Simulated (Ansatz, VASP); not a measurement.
## Two plane-wave programs on MgO (de600)

```
Mg O
1.0
     0.00000    2.08059    2.08059
     2.08059    0.00000    2.08059
     2.08059    2.08059    0.00000
Mg O
1 1
Cartesian
  0.0000 0.0000 0.0000
  2.0806 2.0806 2.0806
```

Alike in both runs: task relaxation of cell and atoms; functional LDA; k mesh 8 × 8 × 8; occupations gaussian, width 0.02 eV; no spin polarisation.

```csv
,VASP,Ansatz
version,VASP 6.6.1,Ansatz 0.2.0
potentials or method,"VASP PAW LDA potentials, release 64 (Mg, O)","scalar-relativistic, plane waves, PAW"
plane-wave cutoff (eV),600,600
valence electrons in the cell,8,16
```

Ansatz gave:

```
gap on the k mesh at the Fermi level, each at its own relaxed structure (eV) : 5.03
relaxed volume (Å³/atom)                                                     : 9.00
relaxed cell length with the largest relative difference (Å)                 : 2.942
```

Task: Estimate VASP's values.

Result: gap on the k mesh at the Fermi level, each at its own relaxed structure (eV): 5.15; relaxed volume (Å³/atom): 8.89; relaxed cell length with the largest relative difference (Å): 2.930.

The two sets of potentials don't hold the same shells in valence. Ansatz warned: «pseudo_functional_mismatch».

LDA gaps usually lie below the measured ones, often by a third to a half. Zero-point motion and thermal expansion aren't in these numbers. LDA usually gives volumes a few per cent too small.
